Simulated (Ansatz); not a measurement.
# BP under changes of volume

One of the cells (12.149 Å³/atom); the others are scaled copies at fixed shape and fractional positions:

```
P B
1.0
     0.00000    2.29886    2.29886
     2.29886    0.00000    2.29886
     2.29886    2.29886    0.00000
P B
1 1
Direct
  0.75000 0.75000 0.75000
  0.00000 0.00000 0.00000
```

* Program: Ansatz 0.2.0
* Functional: BLYP
* Potentials or basis: Ansatz PAW
* Cutoff: 420 eV (not typed: the program's choice for these potentials)
* k mesh: 10 × 10 × 10
* Occupations: tetrahedron
* Spin: collinear spin, ferromagnetic start
* Starting moments: [0.5, 0.0] μB

```tsv
volume (Å³/atom)	energy over the lowest point (meV/atom)	pressure (GPa)	gap on the mesh (eV)
11.420	21.35	10.1	1.49
11.663	8.95	6.3	1.51
11.906	?	?	?
12.149	0.00	-0.2	1.56
12.392	2.46	-3.0	1.58
12.635	8.99	-5.6	1.60
12.878	19.19	-7.9	1.62
```

Q: What does the run at 11.906 Å³/atom give?

A: Energy over the lowest point 2.01 meV/atom; pressure 2.9 GPa; gap on the mesh 1.53 eV.

Worked out: A Birch-Murnaghan fit of order 3 (a polynomial in V^(-2/3)) to the other rows has its minimum at 12.13 Å³/atom with B0 = V·E''(V) = 148 GPa and B' = 3.9. It gives 2.00 meV/atom at 11.906 Å³/atom, against the run's 2.01, and -dE/dV = 2.9 GPa, against 2.9. A straight line through the other rows of the gap, of slope 1.1 eV per unit of ln V, gives 1.54 eV, against the run's 1.53.

Energies are extrapolated to zero smearing.

Caveats: the PAW data sets come from PBE, with cores solved anew for the run's functional, which leaves a small shift of forces and pressure; with tetrahedron occupations forces and stress needn't match the slope of the energy; the starting moments weren't kept.

A mesh can miss the band edges.
